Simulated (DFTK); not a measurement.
# SnO2 (Cassiterite) (P4_2/mnm) in DFTK: further runs, part 2 of 2

DFTK 0.8.2. Earlier steps stand in the parts before.

**5. Single point, PBEsol, 11.21 Å³/atom (volume scaled by 0.94)**

File run.jl:

```julia
using DFTK
using PseudoPotentialData
using Unitful, UnitfulAtomic
using LinearAlgebra, Printf
using AtomsBase
include("save.jl")
disable_threading()

cell = [[4.738, 0.0, 0.0],
        [0.0, 4.738, 0.0],
        [0.0, 0.0, 3.1865]]u"Å"
system = periodic_system([:Sn => [0.5, 0.5, 0.5],
                          :Sn => [0.0, 0.0, 0.0],
                          :O => [0.8071, 0.1929, 0.5],
                          :O => [0.6929, 0.6929, 0.0],
                          :O => [0.1929, 0.8071, 0.5],
                          :O => [0.3071, 0.3071, 0.0]],
                         cell; fractional=true)
lattice   = austrip.(hcat(cell_vectors(system)...))
symbols   = atomic_symbol(system, :) .|> Symbol
positions = [lattice \ austrip.(position(system, i)) for i in 1:length(system)]
pseudopotentials = Dict(:O => "O.upf", :Sn => "Sn.upf")
elements = Dict(s => ElementPsp(s, pseudopotentials; rcut=10.0) for s in unique(symbols))
atoms    = [elements[s] for s in symbols]

build_model(lattice, positions; symmetries=true) =
    model_DFT(lattice, atoms, positions;
              functionals=PBEsol(),
              temperature=austrip(0.05u"eV"),
              smearing=Smearing.FermiDirac(),
              symmetries)
Ecut  = 30.0  # hartree
kgrid = [4, 4, 5]
tol   = 1e-6
to_GPa = ustrip(uconvert(u"GPa", 1u"hartree/bohr^3"))

results["points"] = []
for scale in [0.94, 0.96, 0.98, 1.0, 1.02, 1.04, 1.06]
    println("\n=== scale = ", scale)
    model = build_model(cbrt(scale) * lattice, positions)
    basis = PlaneWaveBasis(model; Ecut, kgrid)
    t0 = time()
    scfres = self_consistent_field(basis;
                                   tol,
                                   nbandsalg=AdaptiveBands(model; n_bands_converge=33))
    seconds = time() - t0
    @printf "SCF: %d iterations, %.1f s\n" scfres.n_iter seconds
    forces = compute_forces_cart(scfres)
    stress = compute_stresses_cart(scfres)
    @printf "V = %.5f Å^3  F = %.8f Ha  max force = %.5f eV/Å  p = %.4f GPa\n" ustrip(auconvert(u"Å^3", model.unit_cell_volume)) scfres.energies.total ustrip(auconvert(u"eV/Å", maximum(norm, forces))) (-tr(stress) / 3 * to_GPa)
    push!(results["points"], save_scf!(scfres; forces, stress, d=Dict{String,Any}("seconds" => seconds, "n_matvec" => get(scfres, :n_matvec, 0))))
end

# third-order Birch-Murnaghan fit in x = V^(-2/3)
V = [0.94, 0.96, 0.98, 1.0, 1.02, 1.04, 1.06] * abs(det(lattice))
E = [p["total"] for p in results["points"]]
x = V .^ (-2 / 3)
c = [x .^ 0 x x .^ 2 x .^ 3] \ E
Δ = c[3]^2 - 3c[2] * c[4]
if Δ > 0
    x0 = (-c[3] + sqrt(Δ)) / 3c[4]
    B0 = 4 / 9 * x0^(7 / 2) * (2c[3] + 6c[4] * x0)
    @printf "V0 = %.4f Å^3  B0 = %.2f GPa\n" ustrip(auconvert(u"Å^3", x0^(-3 / 2))) B0 * to_GPa
end
```

Started as:

```console
julia --threads=1 run.jl  # one pass of the loop, scale = 0.94; save.jl only writes the numbers to a file and isn't shown; printed stress counts tension as positive; times include loading and compiling
```

Run time: 59 s. Hardware: 1 thread of Intel Xeon Platinum 8488C (Sapphire Rapids), shared host.

The run converged. Its results:

```yaml
Free_energy: -5626.9425 eV
Largest_force: 0.447 eV/Å
Band_gap_on_the_k_mesh: 1.85 eV, direct
```

Caveat: the cutoff is short for these potentials, so energies and forces aren't converged, fitted volumes are rough and the log's stress (off by 3 to 10 GPa or more in trials) isn't used; the potentials were made for another functional, which shifts forces and pressure; spin-orbit coupling is left out, which moves the levels of the heavy elements.

**6. Single point, PBEsol, 11.45 Å³/atom (volume scaled by 0.96)**

run.jl is that of step 5.

Potentials or basis: SPMS 1.0 (PBE).

Started as:

```console
julia --threads=1 run.jl  # one pass of the loop, scale = 0.96; save.jl only writes the numbers to a file and isn't shown; printed stress counts tension as positive; times include loading and compiling
```

Run time: 65 s. Hardware: 1 thread of Intel Xeon Platinum 8488C (Sapphire Rapids), shared host.

Results (log left out):

```
Free energy            : -5627.0848 eV
Largest force          : 0.352 eV/Å
Band gap on the k mesh : 1.59 eV, direct
```

Caveat: the cutoff is short for these potentials, so energies and forces aren't converged, fitted volumes are rough and the log's stress (off by 3 to 10 GPa or more in trials) isn't used; the potentials were made for another functional, which shifts forces and pressure; spin-orbit coupling is left out, which moves the levels of the heavy elements.

**7. Single point, PBEsol, 11.68 Å³/atom (volume scaled by 0.98)**

run.jl is that of step 6.

Started as:

```console
julia --threads=1 run.jl  # one pass of the loop, scale = 0.98; save.jl only writes the numbers to a file and isn't shown; printed stress counts tension as positive; times include loading and compiling
```

It took 66 s on 1 thread of Intel Xeon Platinum 8488C (Sapphire Rapids), shared host.

The run converged. Its results:

```
Free energy            : -5627.1778 eV
Largest force          : 0.262 eV/Å
Band gap on the k mesh : 1.34 eV, direct
```

Caveat: the cutoff is short for these potentials, so energies and forces aren't converged, fitted volumes are rough and the log's stress (off by 3 to 10 GPa or more in trials) isn't used; the potentials were made for another functional, which shifts forces and pressure; spin-orbit coupling is left out, which moves the levels of the heavy elements.

**8. Single point, PBEsol, 11.92 Å³/atom**

run.jl is that of step 7.

Started as:

```console
julia --threads=1 run.jl  # one pass of the loop, scale = 1.0; save.jl only writes the numbers to a file and isn't shown; printed stress counts tension as positive; times include loading and compiling
```

It took 64 s on 1 thread of Intel Xeon Platinum 8488C (Sapphire Rapids), shared host.

The run converged. Its results:

```yaml
Free_energy: -5627.2291 eV
Largest_force: 0.178 eV/Å
Band_gap_on_the_k_mesh: 1.10 eV, direct
```

Caveat: the cutoff is short for these potentials, so energies and forces aren't converged, fitted volumes are rough and the log's stress (off by 3 to 10 GPa or more in trials) isn't used; the potentials were made for another functional, which shifts forces and pressure; spin-orbit coupling is left out, which moves the levels of the heavy elements.

**9. Single point, PBEsol, 12.16 Å³/atom (volume scaled by 1.02)**

run.jl is that of step 8.

Potentials or basis: SPMS 1.0 (PBE).

Started as:

```console
julia --threads=1 run.jl  # one pass of the loop, scale = 1.02; save.jl only writes the numbers to a file and isn't shown; printed stress counts tension as positive; times include loading and compiling
```

Wall time 68 s (1 thread of Intel Xeon Platinum 8488C (Sapphire Rapids), shared host).

The run converged. Its results:

* Free energy: -5627.2407 eV
* Largest force: 0.103 eV/Å
* Band gap on the k mesh: 0.87 eV, direct

Caveat: the cutoff is short for these potentials, so energies and forces aren't converged, fitted volumes are rough and the log's stress (off by 3 to 10 GPa or more in trials) isn't used; the potentials were made for another functional, which shifts forces and pressure; spin-orbit coupling is left out, which moves the levels of the heavy elements.

**10. Single point, PBEsol, 12.40 Å³/atom (volume scaled by 1.04)**

run.jl is that of step 9.

Started as:

```console
julia --threads=1 run.jl  # one pass of the loop, scale = 1.04; save.jl only writes the numbers to a file and isn't shown; printed stress counts tension as positive; times include loading and compiling
```

Run time: 76 s. Hardware: 1 thread of Intel Xeon Platinum 8488C (Sapphire Rapids), shared host.

Results (log left out):

| Quantity | Value |
| --- | --- |
| Free energy | -5627.2195 eV |
| Largest force | 0.031 eV/Å |
| Band gap on the k mesh | 0.65 eV, direct |

Caveat: the cutoff is short for these potentials, so energies and forces aren't converged, fitted volumes are rough and the log's stress (off by 3 to 10 GPa or more in trials) isn't used; the potentials were made for another functional, which shifts forces and pressure; spin-orbit coupling is left out, which moves the levels of the heavy elements.

**11. Single point, PBEsol, 12.64 Å³/atom (volume scaled by 1.06)**

run.jl is that of step 10.

Started as:

```console
julia --threads=1 run.jl  # one pass of the loop, scale = 1.06; save.jl only writes the numbers to a file and isn't shown; printed stress counts tension as positive; times include loading and compiling
```

Run time: 78 s. Hardware: 1 thread of Intel Xeon Platinum 8488C (Sapphire Rapids), shared host.

The run converged. Its results:

- Free energy: -5627.1629 eV
- Largest force: 0.035 eV/Å
- Band gap on the k mesh: 0.45 eV, direct

Caveat: the cutoff is short for these potentials, so energies and forces aren't converged, fitted volumes are rough and the log's stress (off by 3 to 10 GPa or more in trials) isn't used; the potentials were made for another functional, which shifts forces and pressure; spin-orbit coupling is left out, which moves the levels of the heavy elements.

**12. Equation of state, RPBE**

Changes to run.jl since step 11:

```diff
@@ -4,3 +4,2 @@
 using LinearAlgebra, Printf
-using AtomsBase
 include("save.jl")
@@ -8,15 +7,6 @@
 
-cell = [[4.738, 0.0, 0.0],
-        [0.0, 4.738, 0.0],
-        [0.0, 0.0, 3.1865]]u"Å"
-system = periodic_system([:Sn => [0.5, 0.5, 0.5],
-                          :Sn => [0.0, 0.0, 0.0],
-                          :O => [0.8071, 0.1929, 0.5],
-                          :O => [0.6929, 0.6929, 0.0],
-                          :O => [0.1929, 0.8071, 0.5],
-                          :O => [0.3071, 0.3071, 0.0]],
-                         cell; fractional=true)
-lattice   = austrip.(hcat(cell_vectors(system)...))
-symbols   = atomic_symbol(system, :) .|> Symbol
-positions = [lattice \ austrip.(position(system, i)) for i in 1:length(system)]
+lines     = readlines("POSCAR")
+lattice   = austrip(1u"Å") * parse(Float64, lines[2]) * hcat([parse.(Float64, split(l)) for l in lines[3:5]]...)
+symbols   = vcat([fill(Symbol(s), parse(Int, n)) for (s, n) in zip(split(lines[6]), split(lines[7]))]...)
+positions = [parse.(Float64, split(l)[1:3]) for l in lines[9:8+length(symbols)]]
 pseudopotentials = Dict(:O => "O.upf", :Sn => "Sn.upf")
@@ -27,3 +17,3 @@
     model_DFT(lattice, atoms, positions;
-              functionals=PBEsol(),
+              functionals=[:gga_x_rpbe, :gga_c_pbe],
               temperature=austrip(0.05u"eV"),
@@ -31,3 +21,3 @@
               symmetries)
-Ecut  = 30.0  # hartree
+Ecut  = 35.0  # hartree
 kgrid = [4, 4, 5]
```

File POSCAR:

```
SnO2
1.0
    4.7380000000      0.0000000000      0.0000000000
    0.0000000000      4.7380000000      0.0000000000
    0.0000000000      0.0000000000      3.1865000000
Sn O
2 4
Direct
    0.5000000000      0.5000000000      0.5000000000
    0.0000000000      0.0000000000      0.0000000000
    0.8071000000      0.1929000000      0.5000000000
    0.6929000000      0.6929000000      0.0000000000
    0.1929000000      0.8071000000      0.5000000000
    0.3071000000      0.3071000000      0.0000000000
```

Potentials or basis: SG15 1.2 (PBE).

Started as:

```console
julia --threads=1 run.jl  # save.jl only writes the numbers to a file and isn't shown; printed stress counts tension as positive; times include loading and compiling
```

Wall time 16 min (1 thread of Intel Xeon Platinum 8488C (Sapphire Rapids), shared host); peak memory 2 GiB.

It converged, with:

- Equilibrium volume: 12.80 Å³/atom (rough: see the caveat)
- Bulk modulus at fixed shape and positions: 166 GPa (rough)

Energy against volume, from the lowest point:
```tsv
volume (Å³/atom)	energy (meV/atom)
11.207	132.57
11.445	91.57
11.684	59.32
11.922	34.66
12.161	17.27
12.399	5.78
12.637	0.00
```

Caveat: the k mesh is coarse (spacing up to 0.39 Å⁻¹), so the values aren't converged; the minimum lies outside the volumes run; the cutoff is short for these potentials, so energies and forces aren't converged, fitted volumes are rough and the log's stress (off by 3 to 10 GPa or more in trials) isn't used; the cell was scaled at fixed shape and fractional positions, which overstates the stiffness of a crystal with free parameters, most of all of layers and chains; the potentials were made for another functional, which shifts forces and pressure.

**13. Overview**

| task | level | potentials or basis | cutoff (eV) | mesh quality | gap on the mesh (eV) | largest force (eV/Å) |
| --- | --- | --- | --- | --- | --- | --- |
| band structure | PBE | in-house norm-conserving set (PBE, scalar relativistic) | 1252 | not flagged | 1.28 | 0.28 |
| band structure | PBEsol | SG15 1.2 (PBE) | 952 | not flagged | 1.15 | 0.16 |
| equation of state | PBEsol | SPMS 1.0 (PBE) | 816 | coarse | - | - |
| equation of state | RPBE | SG15 1.2 (PBE) | 952 | coarse | - | - |

Alike in all rows: no spin polarisation; cell as given; k mesh 4 × 4 × 5; smearing fermi-dirac 0.05 eV.

Caveats: some runs use coarse meshes; the potentials were made for another functional, which shifts forces and pressure (some runs); spin-orbit coupling is left out, which moves the levels of the heavy elements (some runs); the cell was scaled at fixed shape and fractional positions, which overstates the stiffness of a crystal with free parameters, most of all of layers and chains (some runs); the fit of the energies and the printed pressures disagree (some runs); the minimum lies outside the volumes run (some runs).

Absolute energies hang on the potentials; compare differences alone.
